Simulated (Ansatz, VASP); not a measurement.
## MgO: VASP beside Ansatz

The input INCAR:

```
PREC = Accurate
ENCUT = 520
EDIFF = 1E-8
ISMEAR = -1
SIGMA = 0.01
LREAL = False
LASPH = True
NELM = 100
ALGO = Normal
ISIF = 2
LWAVE = False
LCHARG = False
GGA = PS
LEFG = True
NBANDS = 11
```

KPOINTS

```
regular mesh
0
Gamma
  11 11 11
```

File POSCAR:

```
MgO
1.0
    0.0000000000      2.1351500000      2.1351500000
    2.1351500000      0.0000000000      2.1351500000
    2.1351500000      2.1351500000      0.0000000000
Mg O
1 1
Direct
    0.0000000000      0.0000000000      0.0000000000
    0.5000000000      0.5000000000      0.5000000000
```

Input for Ansatz:

```yaml
crystal:
  lattice:
    - [0.0, 2.13515, 2.13515]
    - [2.13515, 0.0, 2.13515]
    - [2.13515, 2.13515, 0.0]
  atoms:
    - { symbol: Mg, position: [0.0, 0.0, 0.0] }
    - { symbol: O, position: [0.5, 0.5, 0.5] }
kpoints:
  mp_grid: { grid: [11, 11, 11] }
  band_path:
    path:
      - [0.0, 0.0, 0.0]
      - [0.5, 0.0, 0.5]
      - [0.625, 0.25, 0.625]
      - [0.375, 0.375, 0.75]
      - [0.0, 0.0, 0.0]
      - [0.5, 0.5, 0.5]
      - [0.5, 0.25, 0.75]
      - [0.5, 0.0, 0.5]
    npoints: 5
scf:
  occupations: { method: fermi_dirac, width: 0.01 }
hamiltonian:
  xc: pbesol
  pseudopotentials: { kind: paw }
output:
  forces: true
  stress: true
  eigenvalues: true
  efg: { contact_densities: true }
```

Alike in both runs: task electric field gradients; functional PBEsol; k mesh 11 × 11 × 11; occupations fermi-dirac, width 0.01 eV; no spin polarisation.

|  | VASP | Ansatz |
| --- | --- | --- |
| version | VASP 6.6.1 | Ansatz 0.2.0 |
| potentials or method | VASP PAW PBE potentials, release 64 (Mg, O) | PAW with Ansatz's default frozen-core files, scalar-relativistic |
| plane-wave cutoff (eV) | 520 | 420 |
| valence electrons in the cell | 8 | 16 |

Ansatz gave:

* gap on the k mesh at the Fermi level (eV): 4.25
* pressure (GPa): -5.8
* Vzz of the field gradient on the site that differs most (V/Å²): 0.0

Q: Estimate VASP's values.

A: gap on the k mesh at the Fermi level (eV): 4.25; pressure (GPa): -6.3; Vzz of the field gradient on the site that differs most (V/Å²): 0.0.

The two sets of potentials don't hold the same shells in valence.

Caveats: the PAW data sets were made with another functional, which shifts forces and pressure a little (VASP).
